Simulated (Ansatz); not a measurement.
# La2O3: energy above lowest point against volume scale

All results are calculated (Ansatz 0.2.0). Free energy against uniform scaling of the volume at fixed shape and fractions; periodic cell, basis, potentials, k mesh and filling as listed.

The cell before it is scaled or strained (space group P-3m1, No. 164):
```
CELL_PARAMETERS angstrom
3.93080 0.00000 0.00000
-1.96540 3.40420 0.00000
0.00000 0.00000 6.11200
ATOMIC_POSITIONS crystal
La 0.66667 0.33333 0.75376
La 0.33333 0.66667 0.24624
O 0.66667 0.33333 0.35411
O 0.33333 0.66667 0.64589
O 0.00000 0.00000 0.00000
```

Settings of every row: functional PBEsol; dispersion none; potentials PAW; wave cutoff 500 eV; density cutoff 2000 eV; k mesh 6x6x4; k shift 0x0x0; occupations fixed; smearing width 0 eV; spin none.

```
row  volume scale  V (Å³/atom)  energy above lowest point (meV/atom)
  1           0.9       14.721                                     ?
  2         0.925        15.13                                  22.8
  3          0.95       15.539                                     6
  4         0.975       15.948                                     0
  5             1       16.357                                   3.4
  6         1.025       16.766                                    15
  7          1.05       17.175                                  33.8
  8         1.075       17.584                                  58.8
  9           1.1       17.993                                  89.2
```

Question: what energy above lowest point should row 1 give?

Worked fit of energy above lowest point. Take u = (V_r/V)^(2/3) − 1 with V_r = 16.561 Å³ an atom, which is twice the finite (Eulerian) strain; such expansions in the strain, on which the Birch-Murnaghan equation of state is built, carry the rest volume and the bulk modulus. The shown rows have u = 0.0621, 0.04338, 0.02546, 0.0083, -0.00817, -0.02398, -0.03917, -0.05379. Least squares give energy above lowest point = 8.24 − 707.6 × u + 14987 × u² + 2954 × u³ meV/atom; a parabola predicts inner rows, each left out in turn, worse (root mean square 0.14 against 0.022 meV/atom). All shown rows lie on it to the printed digit. Its lowest point lies at u = 0.0234, or V = 16 Å³ an atom, and the curvature there gives the bulk modulus at fixed shape and fractions, B = (4/9)(1 + u)² E″(u)/V = 142 GPa. Letting shape and atoms relax would as a rule lower it, by much in layered, chain or molecular crystals. The withheld row has u = 0.08168, so the fit gives 8.24 − 707.6 × (0.08168) + 14987 × (0.08168)² + 2954 × (0.08168)³ = 52.0 meV/atom.

The calculation gave 51.9 meV/atom. The fit lies 0.1 meV/atom (0.11 % of the column's range) above it, one unit of the last digit. This row lies beyond the range of the fit.
